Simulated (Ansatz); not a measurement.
# Equation of state of BaTe

```
CELL_PARAMETERS angstrom
0.00000 3.41000 3.41000
3.41000 0.00000 3.41000
3.41000 3.41000 0.00000
ATOMIC_POSITIONS crystal
Ba 0.00000 0.00000 0.00000
Te 0.50000 0.50000 0.50000
```

Conventional cell: a = 6.820 Å, b = 6.820 Å, c = 6.820 Å, α = 90.00°, β = 90.00°, γ = 90.00°. Around Ba (atom 1) lie 6 Te at 3.41 Å. Te (atom 2) is surrounded by 6 Ba at 3.41 Å.

The cell is COD entry 1010423, as deposited and not checked against the literature; nothing was relaxed. It is an old determination, and later ones may differ.

No spin–orbit coupling, which matters for the heavy atoms here.

Methods: DFT, PBE, all-electron LAPW, scalar-relativistic (Ansatz 0.2.0); DFT, PBE, PAW with Ansatz's default frozen-core files, scalar-relativistic (Ansatz 0.2.0).

For LAPW: a Γ-centred 10×10×10 k mesh, Fermi–Dirac smearing of 0.05 eV, basis error target 0.25 meV/atom, no spin polarisation. PAW takes a cutoff of 420 eV at this cell. The Ansatz runs share mesh, smearing and spin set-up. Plane-wave (PAW) pressures include the program's estimate of the Pulay term.

The cell above is scaled evenly, with fractional coordinates and shape held.

```tsv
V/V(cell)	V (Å³/atom)	P, LAPW (GPa)	P, PAW (GPa)	gap on the k mesh, LAPW (eV)
0.9500	37.669	6.33	6.32	1.30
0.9750	38.661	4.99	4.99	1.36
1.0000	39.652	3.81	3.81	1.43
1.0250	40.643	2.77	2.76	1.49
1.0500	41.634	1.84	1.84	1.54
```
